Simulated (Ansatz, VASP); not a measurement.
MnS in VASP and in Ansatz

Contents of INCAR:

```
  ALGO = Normal
  EDIFF = 1E-6
  ENCUT = 520
  GGA = PE
  ISIF = 2
  ISMEAR = -1
  LASPH = T
  LCHARG = F
  LREAL = F
  LWAVE = F
  NBANDS = 27
  NELM = 80
  PREC = Accurate
  SIGMA = 0.03
```

The input KPOINTS:

```
k-points
0
Gamma
  6 6 3
```

The input POSCAR:

```
MnS
1.0
    3.9760013000      0.0000000000      0.0000000000
   -1.9880006500      3.4433181300      0.0000000000
    0.0000000000      0.0000000000      6.4320000000
Mn S
2 2
Direct
    0.3333333300      0.6666666700      0.0000000000
    0.6666666700      0.3333333300      0.5000000000
    0.3333333300      0.6666666700      0.3850000000
    0.6666666700      0.3333333300      0.8850000000
```

Input for Ansatz:

```yaml
crystal:
  lattice:
    - [3.9760013, 0.0, 0.0]
    - [-1.98800065, 3.44331813, 0.0]
    - [0.0, 0.0, 6.432]
  atoms:
    - { symbol: Mn, position: [0.33333333, 0.66666667, 0.0] }
    - { symbol: Mn, position: [0.66666667, 0.33333333, 0.5] }
    - { symbol: S, position: [0.33333333, 0.66666667, 0.385] }
    - { symbol: S, position: [0.66666667, 0.33333333, 0.885] }
hamiltonian:
  xc: pbe
  pseudopotentials: { kind: paw }
basis:
  ecutwfc: 420
kpoints:
  mp_grid: { grid: [6, 6, 3] }
scf:
  occupations: { method: fermi_dirac, width: 0.03 }
  lower_state_search: "off"
output:
  forces: true
  stress: true
```

Alike in both runs: task single point; functional PBE; k mesh 6 × 6 × 3; occupations fermi-dirac, width 0.03 eV; no spin polarisation.

```csv
,VASP,Ansatz
version,VASP 6.6.1,Ansatz 0.2.0
potentials or method,"VASP PAW PBE potentials, release 64 (Mn_pv, S)","PAW, plane waves, scalar-relativistic"
plane-wave cutoff (eV),520,420
valence electrons in the cell,38,42
```

Ansatz gave:

| Item | Value |
| --- | --- |
| pressure (GPa) | -20.3 |
| largest component of the traceless stress (GPa) | 0.86 |
| rms of the force components (eV/Å) | 0.096 |

**Question.** What did VASP give for the same quantities?

**Answer.** Pressure (GPa): -20.2; largest component of the traceless stress (GPa): 0.83; rms of the force components (eV/Å): 0.095.

Atom by atom the forces differ by 0.001 eV/Å (rms over components). The two sets of potentials don't hold the same shells in valence.

Caveats: so large a pressure means that the cell lies far from this level's equilibrium, or that cutoff or potentials fall short (VASP); the run has no spin polarisation, though such a crystal can be magnetic; semilocal functionals often make such compounds metallic where correlation or magnetic order opens a gap, which also shifts bond lengths. Spin polarisation is off, so any magnetic state and its effect on volume and gap are missing.
